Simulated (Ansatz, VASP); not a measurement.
Two plane-wave programs on Sb

```
Sb
1.0
     3.16000    0.00000    0.00000
     0.00000    3.16000    0.00000
     0.00000    0.00000    2.90720
Sb
1
Direct
  0.00000 0.00000 0.00000
```

Change from the starting cell: strain +0.000 along x and y, -0.080 along z, atoms carried along.

Alike in both runs: task single point; functional PBEsol; k mesh 16 × 16 × 16; occupations gaussian, width 0.15 eV; no spin polarisation.

|  | VASP | Ansatz |
| --- | --- | --- |
| version | VASP 6.6.1 | Ansatz 0.2.0 |
| potentials or method | VASP PAW PBE potentials, release 64 (Sb) | scalar-relativistic, plane waves, PAW |
| plane-wave cutoff (eV) | 520 | 420 |
| valence electrons in the cell | 5 | 15 |

```csv
,VASP,Ansatz,Ansatz less VASP
gap on the k mesh at the Fermi level (eV),none,none,-
pressure (GPa),0.3,0.1,-0.14
largest component of the traceless stress (GPa),7.93,7.82,-0.114
```

A gap of «none» marks a metal or a gap that the smearing closes. With one functional, cell and mesh, what is left measures potentials, basis and numerics. The two sets of potentials don't hold the same shells in valence.

Caveats: the PAW data sets were made with another functional, which shifts forces and pressure a little (VASP). The runs have no spin-orbit coupling, so splittings on Sb are missing.
